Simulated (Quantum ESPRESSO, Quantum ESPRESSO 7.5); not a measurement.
# Lattice constants of NiAs-type PtBi: PBEsol, spin-orbit coupling and an unexplained miss in a

## The measurement

PtBi in the NiAs structure is hexagonal, with two formula units in the cell, so the two edges a and c describe its size and shape completely. The reference values are a = 4.315 Å and c = 5.49 Å, taken from a printed reference work on crystal structures of NiAs and CdI2 type compounds. They are compiled values; neither method nor temperature is given with them. I read them as X-ray lattice constants at room temperature, which is the usual origin of such entries, but that is my reading. Sample composition also matters here: NiAs-type phases often depart from the ideal one-to-one ratio, with extra metal atoms in interstitial sites or some metal sites empty, and both edges respond to that.

| compared with | measured | source's wording or label | method |
| --- | --- | --- | --- |
| a (Å) | 4.315 | 431.5 pm | compiled value, method not stated |
| c (Å) | 5.49 | 549.0 pm | compiled value, method not stated |

Conditions are those given with the value in the passage it was taken from; "not stated" means there, and the paper may say more elsewhere. The values are a selection: others may have been left out beforehand as unlike or outlying.

## Model and target

I want both edges of the ordered, stoichiometric crystal from a full relaxation of the four-atom cell. Success means a and c each within 0.5 % of the reference, about 0.02 Å in a and 0.03 Å in c. That is close to what a good semilocal functional can do for a heavy intermetallic, and it is fine enough to expose a wrong c/a ratio that a volume alone would hide.

The functional is PBEsol, because PBE usually makes compounds of 5d and 6p metals too large. Spin-orbit coupling goes in from the start: the Bi 6p states take part in the bonding and are strongly split. A scalar-relativistic relaxation comes next for scale, with checks of k mesh and cutoff. The computed cell is static, whereas a room-temperature crystal is larger, by roughly 0.2 to 0.4 % in length for a metal of this kind.

The starting cell, a = 4.382 Å and c = 5.534 Å, is itself a product of earlier theory. It lies 1.6 % above the reference in a and 0.8 % in c, so the relaxation has some way to go if the reference is right.

Plain PBE isn't shown in this study.

System: PtBi, NiAs type; P6_3/mmc (No. 194), 4 atoms in the primitive cell; the database structure is a structure relaxed by earlier theory (a GGA or r2SCAN, not named), not a measurement: a = 4.382 Å, c = 5.534 Å; structure from the Materials Project.

On the selection of runs and values: Further runs on this system are not shown.

## 1. PBEsol with spin-orbit coupling first

I start at the level I trust most for this compound. A scalar-relativistic run would be cheaper, but it would leave open whether the 6p splitting shifts the edges by an amount comparable with the target. I expect both edges to shrink from the starting cell, a more than c.

**Run 1.** Quantum ESPRESSO 7.5: PBEsol with spin-orbit coupling, fully relativistic PseudoDojo potentials, cell and atoms relaxed from the database structure, cutoff 84 Ry, 9x9x6 k mesh, Marzari-Vanderbilt smearing 0.14 eV.

Key lines of the input:
```
! potential files: fully relativistic PseudoDojo potentials, made for PBEsol
&control
  calculation = 'vc-relax'
  forc_conv_thr = 2.0d-4
  etot_conv_thr = 1.0d-5
  nstep = 60
/
&system
  nat = 4
  ntyp = 2
  ecutwfc = 84
  nbnd = 91
  occupations = 'smearing'
  smearing = 'mv'
  degauss = 0.01029
  noncolin = .true.
  lspinorb = .true.
/
&electrons
  conv_thr = 1.0d-8
  electron_maxstep = 100
  mixing_beta = 0.4
/
&ions
/
&cell
  press_conv_thr = 0.5
/
ATOMIC_SPECIES
  Bi 208.980 Bi.upf
  Pt 195.084 Pt.upf
[... cell and positions ...]
K_POINTS automatic
  9 9 6 0 0 0
```

Command:
```
OMP_NUM_THREADS=1 mpirun -n 4 pw.x -nk 4 -in relax.in > relax.out
```

Selected lines of the output:
```
     bfgs converged in   6 scf cycles and   5 bfgs steps
          total   stress  (Ry/bohr**3)                   (kbar)     P=        0.14
CELL_PARAMETERS (angstrom)
   4.370159785  -0.000000000   0.000000000
  -0.000000000  -0.000000000   5.488204853
```

Converged; 18 min on 4 cores of Intel Xeon 6975P-C (Granite Rapids), shared host. Warnings: WARNING: bfgs curvature condition failed, Theta= 0.999.

| quantity | run 1 | measured | deviation |
| --- | --- | --- | --- |
| a (Å) | 4.370 | 4.315 | +0.055 (+1.3 %) |
| c (Å) | 5.488 | 5.49 | −0.002 (−0.0 %) |
| conventional cell volume (Å³) | 90.77 |  |  |
| final pressure (GPa) | 0.014 |  |  |

The edge c agrees with the reference to within 0.002 Å, but a is 0.055 Å too long, a miss of 1.3 % against a target of 0.5 %. I had expected a to shrink more than c from the starting cell. The reverse happened: a lost 0.012 Å and c lost 0.046 Å. The computed c/a is therefore 1.256, against 1.272 from the reference values, so the disagreement is one of shape as well as size.

The relaxation converged with a small final pressure. The curvature warning concerns the BFGS update of the approximate Hessian, which affects the path to the minimum; the convergence criteria were met afterwards.

## 2. Coupling, k mesh and cutoff

Before I question the functional or the reference, I want to know how far the numerical settings and the spin-orbit coupling can move a. A scalar-relativistic PBEsol relaxation at the same cutoff and mesh gives the comparison for the coupling, with the change of potential files included in it. From that run I go once to a denser k mesh and once to a higher cutoff. These two checks hold strictly for the scalar-relativistic level. I expect both to move a by far less than the 0.055 Å at issue.

**Run 2.** Quantum ESPRESSO 7.5: PBEsol, PseudoDojo norm-conserving potentials, cell and atoms relaxed from the database structure, cutoff 84 Ry, 9x9x6 k mesh, Marzari-Vanderbilt smearing 0.14 eV.

Key lines of the input, as changed from run 1:
```diff
- ! potential files: fully relativistic PseudoDojo potentials, made for PBEsol
+ ! potential files: PseudoDojo norm-conserving potentials, made for PBEsol
  &system
-   nbnd = 91
+   nbnd = 45
-   noncolin = .true.
-   lspinorb = .true.
```

Selected lines of the output:
```
CELL_PARAMETERS (angstrom)
   4.369878250  -0.000000000   0.000000000
  -0.000000000  -0.000000000   5.480761402
```

Converged; 6.5 min on 4 cores of Arm Neoverse V2, shared host.

**Run 3.** Quantum ESPRESSO 7.5: PBEsol, PseudoDojo norm-conserving potentials, cell and atoms relaxed from the database structure, cutoff 84 Ry, 12x12x8 k mesh, Marzari-Vanderbilt smearing 0.14 eV.

Key lines of the input, as changed from run 2:
```diff
  K_POINTS automatic
-   9 9 6 0 0 0
+   12 12 8 0 0 0
```

Selected lines of the output:
```
CELL_PARAMETERS (angstrom)
   4.367477671  -0.000000000  -0.000000000
  -0.000000000   0.000000000   5.487546430
```

Converged; 6.6 min on 4 cores of Intel Xeon 6975P-C (Granite Rapids), shared host.

**Run 4.** Quantum ESPRESSO 7.5: PBEsol, PseudoDojo norm-conserving potentials, cell and atoms relaxed from the database structure, cutoff 113 Ry, 9x9x6 k mesh, Marzari-Vanderbilt smearing 0.14 eV.

Key lines of the input, as changed from run 2:
```diff
  &system
-   ecutwfc = 84
+   ecutwfc = 113
```

Command:
```
OMP_NUM_THREADS=1 mpirun -n 8 pw.x -nk 8 -in relax.in > relax.out
```

Selected lines of the output:
```
CELL_PARAMETERS (angstrom)
   4.369941269  -0.000000000   0.000000000
  -0.000000000   0.000000000   5.480798950
```

Converged; 3.4 min on 8 cores of AMD EPYC 7B13 (Zen 3), shared host.

| quantity | run 2 | run 3 | run 4 | measured |
| --- | --- | --- | --- | --- |
| a (Å) | 4.370 | 4.367 | 4.370 | 4.315 |
| c (Å) | 5.481 | 5.488 | 5.481 | 5.49 |
| conventional cell volume (Å³) | 90.64 | 90.65 | 90.64 |  |
| final pressure (GPa) | 0.016 | 0.008 | 0.021 |  |

None of the three changes comes near the 0.055 Å by which a is too long. The higher cutoff moves both edges by less than 0.001 Å. The denser mesh shortens a by 0.002 Å and lengthens c by 0.007 Å, with almost no change in volume.

Adding spin-orbit coupling, together with its potential files, leaves a within 0.001 Å and lengthens c by 0.007 Å. That is about as much as the mesh does to c, so I don't read a definite effect of the coupling from it. I had kept the coupling in because the 6p splitting might matter on the scale of the target; for these edges it does not.

## 3. A dispersion term for scale

That leaves the functional or the reference as the main suspects, though checks of the smearing and of the potentials aren't shown in this report. I set PBEsol+D3(BJ) beside the scalar-relativistic run at the same cutoff and mesh. An added attraction should shorten the cell, but PBEsol already binds dense metals well, and I have no physical reason to prefer the corrected level here. The point is to see whether extra attraction acts on a alone, as the miss would require, or takes c down with it. I expect the latter.

**Run 5.** Quantum ESPRESSO 7.5: PBEsol+D3(BJ), PseudoDojo norm-conserving potentials, cell and atoms relaxed from the database structure, cutoff 84 Ry, 9x9x6 k mesh, Marzari-Vanderbilt smearing 0.14 eV.

Key lines of the input, as changed from run 2:
```diff
  &system
+   vdw_corr = 'dft-d3'
+   dftd3_version = 4
```

Selected lines of the output:
```
     bfgs converged in   4 scf cycles and   3 bfgs steps
CELL_PARAMETERS (angstrom)
   4.322434140  -0.000000000   0.000000000
   0.000000000   0.000000000   5.441786400
```

Converged; took 1.7 min.

| quantity | run 5 | measured | deviation |
| --- | --- | --- | --- |
| a (Å) | 4.322 | 4.315 | +0.007 (+0.2 %) |
| c (Å) | 5.442 | 5.49 | −0.048 (−0.9 %) |
| conventional cell volume (Å³) | 88.05 |  |  |
| final pressure (GPa) | −0.017 |  |  |

The dispersion term shortens both edges, a by 0.047 Å and c by 0.039 Å. This brings a within the target, 0.2 % above the reference, but pushes c out of it, 0.9 % below. Plain PBEsol had the opposite pattern, with c right and a too long, so neither level meets both targets.

The extra attraction does act somewhat more strongly on a, and c/a rises from 1.254 to 1.259. That is still well below the ratio of the reference values, so most of the disagreement in shape remains. The good value of a comes from a contraction of the whole cell, and I don't take it as evidence that dispersion is what PBEsol lacks in this metal.

## Collected results

| run | settings | a (Å) | deviation | c (Å) | deviation | cost |
| --- | --- | --- | --- | --- | --- | --- |
| 1 | PBEsol with spin-orbit coupling, fully relativistic PseudoDojo potentials, cutoff 84 Ry, 9x9x6 k mesh | 4.370 | +0.055 (+1.3 %) | 5.488 | −0.002 (−0.0 %) | 73 core-min |
| 2 | PBEsol, PseudoDojo norm-conserving potentials, cutoff 84 Ry, 9x9x6 k mesh | 4.370 | +0.055 (+1.3 %) | 5.481 | −0.009 (−0.2 %) | 26 core-min |
| 3 | PBEsol, PseudoDojo norm-conserving potentials, cutoff 84 Ry, 12x12x8 k mesh | 4.367 | +0.052 (+1.2 %) | 5.488 | −0.002 (−0.0 %) | 26 core-min |
| 4 | PBEsol, PseudoDojo norm-conserving potentials, cutoff 113 Ry, 9x9x6 k mesh | 4.370 | +0.055 (+1.3 %) | 5.481 | −0.009 (−0.2 %) | 27 core-min |
| 5 | PBEsol+D3(BJ), PseudoDojo norm-conserving potentials, cutoff 84 Ry, 9x9x6 k mesh | 4.322 | +0.007 (+0.2 %) | 5.442 | −0.048 (−0.9 %) | 14 core-min |
|  | measured | 4.315 |  | 5.49 |  |  |

Further runs on the same system, made beside this series (convergence steps with loose settings among them):

| further | settings | a (Å) | deviation | c (Å) | deviation | cost |
| --- | --- | --- | --- | --- | --- | --- |
| F1 | PBEsol, PseudoDojo norm-conserving potentials, cutoff 84 Ry, 6x6x4 k mesh | 4.354 | +0.039 (+0.9 %) | 5.518 | +0.028 (+0.5 %) | 13 core-min |
|  | measured | 4.315 |  | 5.49 |  |  |

## Outcome

PBEsol with spin-orbit coupling, the level I committed to, misses the target. It gives c within 0.1 % of the reference, but a is 1.3 % too long against an allowance of 0.5 %. The run cost 73 core-minutes. Thermal expansion would lengthen the static cell by a few tenths of a per cent, which leaves c within the target and widens the miss in a.

The scalar-relativistic run gives the same a for 26 core-minutes, so the coupling was not needed for this edge. At that level the higher cutoff changes almost nothing. The k mesh matters more: from the coarsest to the middle mesh a grows by 0.016 Å while c shrinks by 0.037 Å, and the next step moves both far less. Shape is thus more sensitive to sampling than volume is, but none of these shifts accounts for 0.055 Å. A separate mesh check with the coupling on isn't shown in this report, nor is a check of the smearing.

The D3 term brings a to within 0.2 % but leaves c 0.9 % short. It contracts the whole cell and removes only a small part of the error in c/a, so I count its good a as a cancellation. Thermal expansion would bring c nearer to the reference and take a further away.

The likeliest causes are an error of PBEsol, a reference that doesn't describe the ideal crystal, or both. A sample off the one-to-one ratio could have a different a; relaxing a cell with vacant Pt sites would show the sign and size of one such effect. With one compiled value per edge and no composition given, I can't decide between them.

[Logs are printed without paths, hosts, clocks, repeated set-up lines and the standing remarks that a program may print on its own settings, such as how far it seeks lower states.]

[The runs shown are a pick from a larger set of finished runs; failed, doubtful and other runs were left out of it ahead of writing. So were measured values far from every level or from commonly accepted values, and agreement can look better than it is. Lines of input and output are excerpts and may be shortened.]
